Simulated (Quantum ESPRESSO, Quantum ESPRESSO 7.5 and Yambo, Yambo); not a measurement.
# Quasiparticle gap of CdSe (F-43m) in Yambo

Aim: the G0W0 gap of CdSe (F-43m) on PBE, step by step.

Method: PBE and many-body steps on it, plane waves, in Quantum ESPRESSO 7.5 and Yambo 5.3.0.

**What was measured.**

- Gap 1.69 ± 0.02 eV: direct gap from (alpha E)^2 extrapolation; spectroscopic ellipsometry; 300 K; film (fully relaxed MBE film, 304 nm) on GaAs(100) (“Band gap bowing of binary alloys: Experimental results compared to theoretical tight-binding supercell calculations for CdZnSe”, 2010, arxiv:1007.2297).

## 1. The starting structure

The structure is cubic, space group F-43m (No. 216). Conventional cell: a = 6.141 Å, b = 6.141 Å, c = 6.141 Å, α = 90.00°, β = 90.00°, γ = 90.00°. Nearest to Cd lie 4 Se at 2.66 Å. Nearest to Se lie 4 Cd at 2.66 Å. Farther neighbours and most contacts between anions are not listed.

The cell and positions are those that the Materials Project relaxed with its own functionals (PBE, PBE+U or r2SCAN), kept fixed.

## 2. Ground state

This step: Quantum ESPRESSO 7.5; DFT, PBE, plane waves, norm-conserving pseudopotentials.

The ground-state density comes first.

Input file pw.in:

```
&control
  calculation = 'scf'
  prefix = 'x'
  outdir = 'o'
  pseudo_dir = 'pseudo'
/
&system
  ibrav = 0
  nat = 2
  ntyp = 2
  ecutwfc = 104.0
  nbnd = 27
  force_symmorphic = .true.
/
&electrons
  conv_thr = 1e-10
  electron_maxstep = 80
  mixing_beta = 0.5
/
ATOMIC_SPECIES
  Cd 112.41 Cd.upf
  Se 78.971 Se.upf
CELL_PARAMETERS angstrom
  -0.0000000000 3.0702711986 3.0702711986
  3.0702711986 -0.0000000000 3.0702711986
  3.0702711986 3.0702711986 -0.0000000000
ATOMIC_POSITIONS crystal
  Cd 0.0000000000 0.0000000000 0.0000000000
  Se 0.7500000000 0.7500000000 0.7500000000
K_POINTS automatic
  6 6 6 0 0 0
```

Started as:

```console
$ OMP_NUM_THREADS=1 mpirun -n 8 pw.x -nk 8 -in pw.in > pw.out
```

The log of the run:

```text
Program PWSCF v.7.5 starts

     This program is part of the open-source Quantum ESPRESSO suite
     for quantum simulation of materials; please cite
         "P. Giannozzi et al., J. Phys.:Condens. Matter 21 395502 (2009);
         "P. Giannozzi et al., J. Phys.:Condens. Matter 29 465901 (2017);
         "P. Giannozzi et al., J. Chem. Phys. 152 154105 (2020);
     in publications or presentations arising from this work. More details at
     Message from routine setup:
     using ibrav=0 with symmetry is DISCOURAGED, use correct ibrav instead

     G-vector sticks info

     bravais-lattice index     =            0
     lattice parameter (alat)  =       8.2052  a.u.
     unit-cell volume          =     390.6221 (a.u.)^3
     number of atoms/cell      =            2
     number of atomic types    =            2
     number of electrons       =        44.00
     number of Kohn-Sham states=           27
     kinetic-energy cutoff     =     104.0000  Ry
     charge density cutoff     =     416.0000  Ry
     scf convergence threshold =      1.0E-10
     mixing beta               =       0.5000
     number of iterations used =            8  plain     mixing
     Exchange-correlation= PBE
                           (   1   4   3   4   0   0   0)

     celldm(1)=   8.205227  celldm(2)=   0.000000  celldm(3)=   0.000000
     celldm(4)=   0.000000  celldm(5)=   0.000000  celldm(6)=   0.000000

     crystal axes: (cart. coord. in units of alat)
               a(1) = (  -0.000000   0.707107   0.707107 )
               a(2) = (   0.707107  -0.000000   0.707107 )
               a(3) = (   0.707107   0.707107  -0.000000 )

     reciprocal axes: (cart. coord. in units 2 pi/alat)
               b(1) = ( -0.707107  0.707107  0.707107 )
               b(2) = (  0.707107 -0.707107  0.707107 )
               b(3) = (  0.707107  0.707107 -0.707107 )
     Pseudo is Norm-conserving + core correction, Zval = 20.0
     Generated using ONCVPSP code by D. R. Hamann
     Using radial grid of 1368 points,  6 beta functions with:
     Pseudo is Norm-conserving + core correction, Zval = 24.0
     Generated using ONCVPSP code by D. R. Hamann
     Using radial grid of 1214 points,  6 beta functions with:
     Cd               20.00   112.41000     Cd( 1.00)
     Se               24.00    78.97100     Se( 1.00)

     24 Sym. Ops. (no inversion) found

   Cartesian axes

     site n.     atom                  positions (alat units)
         1        Cd     tau(   1) = (   0.0000000   0.0000000   0.0000000  )
         2        Se     tau(   2) = (   1.0606602   1.0606602   1.0606602  )

     number of k points=    16
                       cart. coord. in units 2pi/alat
        k(    1) = (   0.0000000   0.0000000   0.0000000), wk =   0.0092593
        k(    2) = (   0.1178511   0.1178511  -0.1178511), wk =   0.0740741
        k(    3) = (   0.2357023   0.2357023  -0.2357023), wk =   0.0740741
        k(    4) = (  -0.3535534  -0.3535534   0.3535534), wk =   0.0370370
        k(    5) = (   0.2357023   0.0000000  -0.0000000), wk =   0.0555556
        k(    6) = (   0.3535534   0.1178511  -0.1178511), wk =   0.2222222
        k(    7) = (  -0.2357023  -0.4714045   0.4714045), wk =   0.2222222
        k(    8) = (  -0.1178511  -0.3535534   0.3535534), wk =   0.2222222
        k(    9) = (   0.0000000  -0.2357023   0.2357023), wk =   0.1111111
        k(   10) = (   0.4714045   0.0000000  -0.0000000), wk =   0.0555556
     [... 4 further rows ...]
        k(   15) = (  -0.1178511  -0.3535534   0.5892557), wk =   0.2222222
        k(   16) = (  -0.7071068   0.2357023   0.0000000), wk =   0.1111111

     Dense  grid:    55849 G-vectors     FFT dimensions: (  54,  54,  54)

     Initial potential from superposition of free atoms

     starting charge      43.9997, renormalised to      44.0000
     Starting wfcs are   23 randomized atomic wfcs +    4 random wfcs

     per-process dynamical memory:    40.2 Mb

     Self-consistent Calculation

     iteration #  1     ecut=   104.00 Ry     beta= 0.50

     Threshold (ethr) on eigenvalues was too large:
     Diagonalizing with lowered threshold

     total energy              =   -1027.26011936 Ry
     estimated scf accuracy    <       0.08744674 Ry

     iteration #  2     ecut=   104.00 Ry     beta= 0.50

     total energy              =   -1027.28143878 Ry
     estimated scf accuracy    <       0.00899540 Ry

     iteration #  3     ecut=   104.00 Ry     beta= 0.50

     total energy              =   -1027.28288139 Ry
     estimated scf accuracy    <       0.00092470 Ry

     iteration #  4     ecut=   104.00 Ry     beta= 0.50

     total energy              =   -1027.28296504 Ry
     estimated scf accuracy    <       0.00004747 Ry

     iteration #  5     ecut=   104.00 Ry     beta= 0.50

     total energy              =   -1027.28296945 Ry
     estimated scf accuracy    <       0.00000477 Ry

     iteration #  6     ecut=   104.00 Ry     beta= 0.50

     total energy              =   -1027.28297032 Ry
     estimated scf accuracy    <       0.00000023 Ry

     iteration #  7     ecut=   104.00 Ry     beta= 0.50

     total energy              =   -1027.28297035 Ry
     estimated scf accuracy    <       0.00000013 Ry

     iteration #  8     ecut=   104.00 Ry     beta= 0.50

     total energy              =   -1027.28297037 Ry
     estimated scf accuracy    <          1.9E-09 Ry

     iteration #  9     ecut=   104.00 Ry     beta= 0.50

     total energy              =   -1027.28297037 Ry
     estimated scf accuracy    <          7.9E-10 Ry

     iteration # 10     ecut=   104.00 Ry     beta= 0.50

     End of self-consistent calculation

          k = 0.0000 0.0000 0.0000 (  6879 PWs)   bands (ev):

  -199.3040-138.7799-138.7799-138.7799 -93.9630 -55.0239 -55.0239 -55.0239
   -38.9489 -38.9489 -38.9489 -38.9459 -38.9459  -4.7636  -0.1683  -0.1683
    -0.1683   0.1752   0.1752   7.6711   7.6711   7.6711   8.2221  13.6142
    13.6142  13.6142  17.3542

          k = 0.1179 0.1179-0.1179 (  6970 PWs)   bands (ev):

  -199.3040-138.7799-138.7799-138.7799 -93.9630 -55.0240 -55.0240 -55.0240
   -38.9489 -38.9489 -38.9489 -38.9459 -38.9459  -4.6775  -0.1417  -0.1417
    -0.0834   0.1745   0.1745   6.0068   7.4733   7.4733   9.5256  13.3609
    13.9258  13.9258  17.7796

          k = 0.2357 0.2357-0.2357 (  6988 PWs)   bands (ev):

  -199.3040-138.7799-138.7799-138.7799 -93.9630 -55.0241 -55.0240 -55.0240
   -38.9489 -38.9489 -38.9489 -38.9459 -38.9459  -4.5028  -0.0975  -0.0975
     0.1845   0.1845   0.1983   4.2694   7.1223   7.1223  10.0396  14.1686
    14.1724  14.1724  17.4771

          k =-0.3536-0.3536 0.3536 (  6958 PWs)   bands (ev):

     [... further k-points ...]

     highest occupied, lowest unoccupied level (ev):     7.6711    8.2221

!    total energy              =   -1027.28297037 Ry
     estimated scf accuracy    <          8.4E-11 Ry

     The total energy is the sum of the following terms:
     one-electron contribution =    -892.69171409 Ry
     hartree contribution      =     423.54175219 Ry
     xc contribution           =    -106.15873210 Ry
     ewald contribution        =    -451.97427637 Ry

     convergence has been achieved in  10 iterations

     XML data file, charge density, pseudopotentials, collected wavefunctions

=------------------------------------------------------------------------------=
   JOB DONE.
=------------------------------------------------------------------------------=
```

It took 10 s on 8 MPI ranks of Arm Neoverse V1, shared host; peak memory 0.67 GiB.

Numbers from this step:

```
total energy               : -13976.8968 eV
gap                        : 0.5509 eV
k of the valence top       : 0, 0, 0
k of the conduction bottom : 0, 0, 0
least direct gap           : 0.5509 eV
```

The gap is direct, at Γ.

## 3. Bands along the symmetry lines

Levels along a band path, at the cheap level, show where the edges lie and whether the meshes to come will hold them.

Input file pw.in:

```
&control
  calculation = 'bands'
  prefix = 'x'
  outdir = 'o'
  pseudo_dir = 'pseudo'
/
&system
  ibrav = 0
  nat = 2
  ntyp = 2
  ecutwfc = 104.0
  nbnd = 28
  force_symmorphic = .true.
/
&electrons
  conv_thr = 1e-9
  electron_maxstep = 80
  diago_full_acc = .true.
  diago_thr_init = 5e-6
/
ATOMIC_SPECIES
  Cd 112.41 Cd.upf
  Se 78.971 Se.upf
CELL_PARAMETERS angstrom
  -0.0000000000 3.0702711986 3.0702711986
  3.0702711986 -0.0000000000 3.0702711986
  3.0702711986 3.0702711986 -0.0000000000
ATOMIC_POSITIONS crystal
  Cd 0.0000000000 0.0000000000 0.0000000000
  Se 0.7500000000 0.7500000000 0.7500000000
K_POINTS crystal
  50
  0.00000000 0.00000000 0.00000000 1
  -0.06250000 -0.06250000 0.00000000 1
  -0.12500000 -0.12500000 0.00000000 1
  -0.18750000 -0.18750000 0.00000000 1
  -0.25000000 -0.25000000 0.00000000 1
  -0.31250000 -0.31250000 0.00000000 1
  -0.37500000 -0.37500000 0.00000000 1
  -0.43750000 -0.43750000 0.00000000 1
  -0.50000000 -0.50000000 0.00000000 1
  -0.48437500 -0.48437500 0.03125000 1
  -0.46875000 -0.46875000 0.06250000 1
  -0.45312500 -0.45312500 0.09375000 1
  -0.43750000 -0.43750000 0.12500000 1
  -0.42187500 -0.42187500 0.15625000 1
  -0.40625000 -0.40625000 0.18750000 1
  -0.39062500 -0.39062500 0.21875000 1
  -0.37500000 -0.37500000 0.25000000 1
  -0.37500000 0.00000000 0.37500000 1
  -0.32812500 0.00000000 0.32812500 1
  -0.28125000 0.00000000 0.28125000 1
  -0.23437500 0.00000000 0.23437500 1
  -0.18750000 0.00000000 0.18750000 1
  -0.14062500 0.00000000 0.14062500 1
  -0.09375000 0.00000000 0.09375000 1
  -0.04687500 0.00000000 0.04687500 1
  0.00000000 0.00000000 0.00000000 1
  0.00000000 0.00000000 0.06250000 1
  0.00000000 0.00000000 0.12500000 1
  0.00000000 0.00000000 0.18750000 1
  0.00000000 0.00000000 0.25000000 1
  0.00000000 0.00000000 0.31250000 1
  0.00000000 0.00000000 0.37500000 1
  0.00000000 0.00000000 0.43750000 1
  0.00000000 0.00000000 0.50000000 1
  -0.06250000 -0.03125000 0.46875000 1
  -0.12500000 -0.06250000 0.43750000 1
  -0.18750000 -0.09375000 0.40625000 1
  -0.25000000 -0.12500000 0.37500000 1
  -0.31250000 -0.15625000 0.34375000 1
  -0.37500000 -0.18750000 0.31250000 1
  -0.43750000 -0.21875000 0.28125000 1
  -0.50000000 -0.25000000 0.25000000 1
  -0.50000000 -0.28125000 0.21875000 1
  -0.50000000 -0.31250000 0.18750000 1
  -0.50000000 -0.34375000 0.15625000 1
  -0.50000000 -0.37500000 0.12500000 1
  -0.50000000 -0.40625000 0.09375000 1
  -0.50000000 -0.43750000 0.06250000 1
  -0.50000000 -0.46875000 0.03125000 1
  -0.50000000 -0.50000000 0.00000000 1
```

The log of the run:

```text
[banner, memory and clock lines left out]
Program PWSCF v.7.5 starts

     Atomic positions and unit cell read from directory:
     o/x.save/

     Message from routine setup:
     using ibrav=0 with symmetry is DISCOURAGED, use correct ibrav instead

     G-vector sticks info

     bravais-lattice index     =            0
     lattice parameter (alat)  =       8.2052  a.u.
     unit-cell volume          =     390.6221 (a.u.)^3
     number of atoms/cell      =            2
     number of atomic types    =            2
     number of electrons       =        44.00
     number of Kohn-Sham states=           28
     kinetic-energy cutoff     =     104.0000  Ry
     charge density cutoff     =     416.0000  Ry
     Exchange-correlation= PBE
                           (   1   4   3   4   0   0   0)

     celldm(1)=   8.205227  celldm(2)=   0.000000  celldm(3)=   0.000000
     celldm(4)=   0.000000  celldm(5)=   0.000000  celldm(6)=   0.000000

     crystal axes: (cart. coord. in units of alat)
               a(1) = (  -0.000000   0.707107   0.707107 )
               a(2) = (   0.707107  -0.000000   0.707107 )
               a(3) = (   0.707107   0.707107  -0.000000 )

     reciprocal axes: (cart. coord. in units 2 pi/alat)
               b(1) = ( -0.707107  0.707107  0.707107 )
               b(2) = (  0.707107 -0.707107  0.707107 )
               b(3) = (  0.707107  0.707107 -0.707107 )
     Pseudo is Norm-conserving + core correction, Zval = 20.0
     Generated using ONCVPSP code by D. R. Hamann
     Using radial grid of 1368 points,  6 beta functions with:
     Pseudo is Norm-conserving + core correction, Zval = 24.0
     Generated using ONCVPSP code by D. R. Hamann
     Using radial grid of 1214 points,  6 beta functions with:
     Cd               20.00   112.41000     Cd( 1.00)
     Se               24.00    78.97100     Se( 1.00)

     24 Sym. Ops. (no inversion) found

   Cartesian axes

     site n.     atom                  positions (alat units)
         1        Cd     tau(   1) = (   0.0000000   0.0000000   0.0000000  )
         2        Se     tau(   2) = (   1.0606602   1.0606602   1.0606602  )

     number of k points=    50
                       cart. coord. in units 2pi/alat
        k(    1) = (   0.0000000   0.0000000   0.0000000), wk =   0.0400000
        k(    2) = (   0.0000000   0.0000000  -0.0883883), wk =   0.0400000
        k(    3) = (   0.0000000   0.0000000  -0.1767767), wk =   0.0400000
[...]
[... 38 further rows ...]
        k(   49) = (   0.0441942  -0.0000000  -0.7071068), wk =   0.0400000
        k(   50) = (   0.0000000   0.0000000  -0.7071068), wk =   0.0400000

     Dense  grid:    55849 G-vectors     FFT dimensions: (  54,  54,  54)

     The potential is recalculated from file :
     o/x.save/charge-density

     Starting wfcs are   23 randomized atomic wfcs +    5 random wfcs

     Band Structure Calculation

     End of band structure calculation

          k = 0.0000 0.0000 0.0000 (  6879 PWs)   bands (ev):

  -199.3042-138.7801-138.7801-138.7801 -93.9630 -55.0239 -55.0239 -55.0239
   -38.9490 -38.9490 -38.9490 -38.9460 -38.9460  -4.7636  -0.1682  -0.1682
    -0.1682   0.1752   0.1752   7.6711   7.6711   7.6711   8.2221  13.6143
    13.6143  13.6143  17.3542  18.7414

          k = 0.0000 0.0000-0.0884 (  6971 PWs)   bands (ev):

  -199.3042-138.7801-138.7801-138.7801 -93.9630 -55.0239 -55.0239 -55.0239
   -38.9490 -38.9490 -38.9490 -38.9460 -38.9460  -4.7463  -0.1602  -0.1602
[...]
13.7395  13.7395  17.6508  17.9866

          k = 0.0000 0.0000-0.1768 (  7007 PWs)   bands (ev):

  -199.3042-138.7801-138.7801-138.7801 -93.9630 -55.0240 -55.0239 -55.0239
[...]
14.0908  14.0908  16.8651  18.5495

          k =-0.0000 0.0000-0.2652 (  7015 PWs)   bands (ev):

[...]
k = 0.0000 0.0000-0.3536 (  7003 PWs)   bands (ev):

[...]
k = 0.0000-0.0000-0.4419 (  6983 PWs)   bands (ev):

[...]
k =-0.0000 0.0000-0.5303 (  6991 PWs)   bands (ev):

[...]
k = 0.0000-0.0000-0.6187 (  7010 PWs)   bands (ev):

[...]
k = 0.5303-0.0000-0.5303 (  6990 PWs)   bands (ev):

[...]
k = 0.0000 0.0000 0.0000 (  6879 PWs)   bands (ev):

[...]
k = 0.1326 0.0000-0.7071 (  6994 PWs)   bands (ev):

[...]
k = 0.0884-0.0000-0.7071 (  7008 PWs)   bands (ev):

[...]
k = 0.0442-0.0000-0.7071 (  7006 PWs)   bands (ev):

  -199.3042-138.7801-138.7801-138.7801 -93.9630 -55.0241 -55.0240 -55.0240
[...]
16.5922  17.5468  17.7364  20.0258

          k = 0.0000 0.0000-0.7071 (  7046 PWs)   bands (ev):

  -199.3042-138.7801-138.7801-138.7801 -93.9630 -55.0242 -55.0240 -55.0240
   -38.9492 -38.9490 -38.9490 -38.9460 -38.9460  -4.3048   0.0126   0.0717
     0.0717   0.2289   0.5106   3.7241   5.9172   5.9172  10.8754  11.4086
    16.6389  17.7228  17.7228  19.9623

     XML data file, pseudopotentials, collected wavefunctions
```

Elapsed: 7.3 s, on 8 MPI ranks; peak memory 0.6 GiB; 57 s of CPU time.

Numbers from this step:

```
gap                        : 0.5509 eV
k of the valence top       : 0, 0, 0
k of the conduction bottom : 0, 0, 0
least direct gap           : 0.5509 eV
```

The gap is 0.551 eV, as in the run before at this level.

The electronic bands at the labelled points (eV, zero at the top of the highest filled band):

```
    point  band 19  band 20  band 21  band 22  band 23  band 24  band 25  band 26
        Γ    -7.50     0.00     0.00     0.00     0.55     5.94     5.94     5.94
  halfway    -7.47    -2.51    -0.98    -0.98     3.23     4.24     7.59     7.59
        X    -7.16    -3.95    -1.75    -1.75     3.20     3.74     8.97    10.05
  halfway    -7.13    -3.92    -2.02    -1.67     3.45     4.10     8.66     9.47
        U    -7.08    -3.88    -2.39    -1.44     3.72     5.10     8.20     8.52
jump to K    -7.08    -3.88    -2.39    -1.44     3.72     5.10     8.20     8.52
  halfway    -7.46    -2.86    -1.32    -0.40     3.09     5.65     6.35     6.65
        Γ    -7.50     0.00     0.00     0.00     0.55     5.94     5.94     5.94
  halfway    -7.49    -2.59    -0.38    -0.38     2.25     5.92     6.45     6.45
        L    -7.22    -4.22    -0.71    -0.71     2.36     6.45     6.45     7.33
  halfway    -7.14    -3.98    -1.89    -1.16     3.79     5.48     6.77     7.94
        W    -7.05    -3.85    -2.12    -2.09     4.91     5.23     6.42     7.61
  halfway    -7.10    -3.90    -1.94    -1.93     3.91     4.25     8.29     8.35
        X    -7.16    -3.95    -1.75    -1.75     3.20     3.74     8.97    10.05
```

[end of part 1 of 3]

[Paths, hosts, dates, memory and timing lines, banners, echoed tables and standing remarks are left out of the program output.]

[Logs are printed without paths, hosts, clocks, repeated set-up lines and the standing remarks that a program may print on its own settings, such as how far it seeks lower states.]

[Runs of the session that timed out or met a known fault of the program may be left out.]

[Hosts, paths, dates, database ids (printed as entryN), source tags and the programs' standing remarks are cut or masked in the printed files.]
